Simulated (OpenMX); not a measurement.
Crystal: AlN.

```
Al N
1.0
     3.11300    0.00000    0.00000
    -1.55650    2.69594    0.00000
     0.00000    0.00000    4.98100
Al N
2 2
Cartesian
  1.5565 0.8986 2.4905
  0.0000 1.7973 0.0000
  1.5565 0.8986 4.3833
  0.0000 1.7973 1.8928
```

Base run:

```yaml
Program: OpenMX 3.8.5
Functional: PBE
Potentials_or_basis: OpenMX 2013 PBE set, Al7.0-s2p2d1, N6.0-s2p2d1, grid cutoff 400 Ry
k_mesh: 7 × 7 × 5
Occupations: fermi-dirac, width 0.05 eV
Spin: no spin polarisation
```

Its results: band gap on the k mesh 4.89 eV, direct; pressure 2.9 GPa; largest force 0.074 eV/Å.

Task: The run is repeated on the same cell with these changes: functional from PBE to LDA; potentials or basis from OpenMX 2013 PBE set, Al7.0-s2p2d1, N6.0-s2p2d1, grid cutoff 400 Ry to OpenMX 2013 LDA set, Al7.0-s2p2d1, N6.0-s2p2d1, grid cutoff 400 Ry. What comes out?

Result: Band gap on the k mesh 4.93 eV, direct; pressure -5.1 GPa; largest force 0.063 eV/Å.

Caveats: the basis of atomic orbitals isn't converged, which shifts pressures, moduli and gaps.
